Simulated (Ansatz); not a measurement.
The system is Ca.

```
Ca
1.0
     0.00000    2.79420    2.79420
     2.79420    0.00000    2.79420
     2.79420    2.79420    0.00000
Ca
1
Direct
  0.00000 0.00000 0.00000
```

```yaml
Program: Ansatz 0.2.0
Task: single point
Functional: PBEsol
Potentials_or_basis: Ansatz PAW
Cutoff: "420 eV (not typed: the program's choice for these potentials)"
k_mesh: 8 × 8 × 8
Occupations: fermi-dirac, width 0.05 eV
Spin: no spin polarisation
```

On this cell: pressure -1.2 GPa; band gap on the k mesh none (metal or under the smearing width).

The same run follows on a disturbed copy (cell strained at random at fixed volume):

```
Ca
1.0
     0.02261    2.80956    2.74477
     2.75250    0.03962    2.72775
     2.84984    2.88989   -0.05772
Ca
1
Direct
  0.99927 0.00324 0.99894
```

**Question.** What does the disturbed cell give?

**Answer.** The energy (extrapolated to zero smearing) moves by +4.8 meV/atom; pressure -1.2 GPa; band gap on the k mesh none (metal or under the smearing width).

Stress tensor (GPa, compression positive):
```
-1.13 -0.60  0.40
-0.60 -1.24  0.25
 0.40  0.25 -1.09
```

Caveats: the PAW data sets come from PBE, with cores solved anew for the run's functional, which leaves a small shift of forces and pressure.
